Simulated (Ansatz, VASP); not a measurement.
KF: VASP beside Ansatz

```
K F
1.0
     3.73986    0.00000    0.00000
    -1.86993    3.23882    0.00000
     0.00000    0.00000    6.55062
K F
2 2
Direct
  0.00000 0.00000 0.00000
  0.33333 0.66667 0.50000
  0.66667 0.33333 0.25000
  0.66667 0.33333 0.75000
```

Alike in both runs: functional PBE; k mesh 9 × 9 × 6; occupations gaussian, width 0.02 eV; no spin polarisation.

Ansatz relaxed the structure, and its values are those at the end. VASP's run is a single point on that final structure, the one shown.

|  | VASP | Ansatz |
| --- | --- | --- |
| version | VASP 6.6.1 | Ansatz 0.2.0 |
| potentials or method | VASP PAW PBE potentials, release 64 (K_sv, F) | scalar-relativistic, plane waves, PAW |
| plane-wave cutoff (eV) | 520 | 420 |
| valence electrons in the cell | 32 | 32 |

|  | VASP | Ansatz | Ansatz less VASP |
| --- | --- | --- | --- |
| gap on the k mesh at the Fermi level (eV) | 5.56 | 5.58 | +0.014 |
| least direct gap on the mesh (eV) | 5.56 | 5.58 | +0.014 |
| pressure (GPa) | 0.0 | 0.0 | -0.01 |

Caveats: an odd mesh through Γ misses points on the zone boundary, where band edges often lie. A hybrid or GW would open this gap; PBE tends to underestimate it.
